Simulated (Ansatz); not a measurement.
# TiTe2: the cell at several levels of theory

An exercise on one series of results from a longer session: the logs are not shown, and one member is left open.

Program: Ansatz 0.2.0. PAW datasets, plane waves, zero pressure. Simulation only: spin-unpolarised, and no claim that this is the phase found in nature.

## The system as given

This is the cell as the run starts from it, not yet at rest; its lengths are not the crystal's.

The symmetry is Fm-3m (No. 225, cubic); conventional cell a = 7.492 Å, 35.05 Å³ an atom. Ti has 8 Te at 3.24 Å; Te has 4 Ti at 3.24 Å.

Structure file:

```
Ti Te
1.0
     0.00000    3.74612    3.74612
     3.74612    0.00000    3.74612
     3.74612    3.74612    0.00000
Ti Te
1 2
Cartesian
  0.0000 0.0000 0.0000
  1.8731 1.8731 1.8731
  5.6192 5.6192 5.6192
```

The first run:

The input, input.yaml:

```yaml
crystal:
  lattice:
    - [0.0, 3.7461245661, 3.7461245661]
    - [3.7461245661, 0.0, 3.7461245661]
    - [3.7461245661, 3.7461245661, 0.0]
  atoms:
    - { symbol: Ti, position: [0.0, 0.0, 0.0] }
    - { symbol: Te, position: [0.25, 0.25, 0.25] }
    - { symbol: Te, position: [0.75, 0.75, 0.75] }
kpoints:
  mp_grid: { grid: [6, 6, 6] }
hamiltonian:
  xc: pbe
scf:
  occupations: { method: fermi_dirac, width: 0.02 }
relax:
  f_tol: 0.005
  cell: {}
```

Launch:

```bash
$ ansatz run input.yaml --threads 2 --pin off --max-ram 2211MiB --backend cpu --events-out ev --progress --plain --runs-dir out
```

Steps of the session up to this table: Relaxation with PBE; Relaxing with r2SCAN; PBEsol: cell and atoms; Relaxation with LDA; Relaxing with HSE06.

One of the session's tables, all rows but one given; the rest of the session is left out.

It belongs to the step «The cells side by side». 

```
 level  a (Å)  volume (Å³/atom)
   PBE  6.871            27.036
r2SCAN      ?                 ?
PBEsol  6.759            25.732
   LDA  6.704            25.111
 HSE06  6.851            26.795
```

Estimate the missing values for r2SCAN.

The run gave: a (Å): 6.880; volume (Å³/atom): 27.141. In the column «a (Å)» it is the highest.

The volume runs from LDA (least) to r2SCAN (most), a spread of 8.1 %, or 2.6 % in length if all axes shared it alike. LDA's volume lies 7.1 % below PBE's. The meshes differ: PBE 6×6×6, r2SCAN 6×6×6, PBEsol 6×6×6, LDA 6×6×6, HSE06 4×4×4.

Caveats from the session: Warnings in the runs' records: filled band counts differ across k points.
